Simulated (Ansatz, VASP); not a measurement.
Ta2Si in VASP and in Ansatz

```
Ta Si
1.0
     0.00000    2.95407    2.95407
     2.95407    0.00000    2.95407
     2.95407    2.95407    0.00000
Ta Si
2 1
Direct
  0.25000 0.25000 0.25000
  0.75000 0.75000 0.75000
  0.00000 0.00000 0.00000
```

Alike in both runs: task single point; functional PBEsol; k mesh 10 × 10 × 10; occupations gaussian, width 0.05 eV; no spin polarisation.

|  | VASP | Ansatz |
| --- | --- | --- |
| version | VASP 6.6.1 | Ansatz 0.2.0 |
| potentials or method | VASP PAW PBE potentials, release 64 (Ta_pv, Si) | scalar-relativistic, plane waves, PAW |
| plane-wave cutoff (eV) | 520 | 420 |
| valence electrons in the cell | 26 | 30 |

VASP gave:

* gap on the k mesh at the Fermi level (eV): none
* pressure (GPa): 8.4

Task: Which values does Ansatz return?

Result: gap on the k mesh at the Fermi level (eV): none; pressure (GPa): 8.1.

A gap of «none» marks a metal or a gap that the smearing closes. The functional is the same, so the differences come from potentials, cutoffs and numerics. The two sets of potentials don't hold the same shells in valence.

Caveats: the PAW data sets were made with another functional, which shifts forces and pressure a little (VASP). The runs have no spin-orbit coupling, so splittings on Ta are missing.
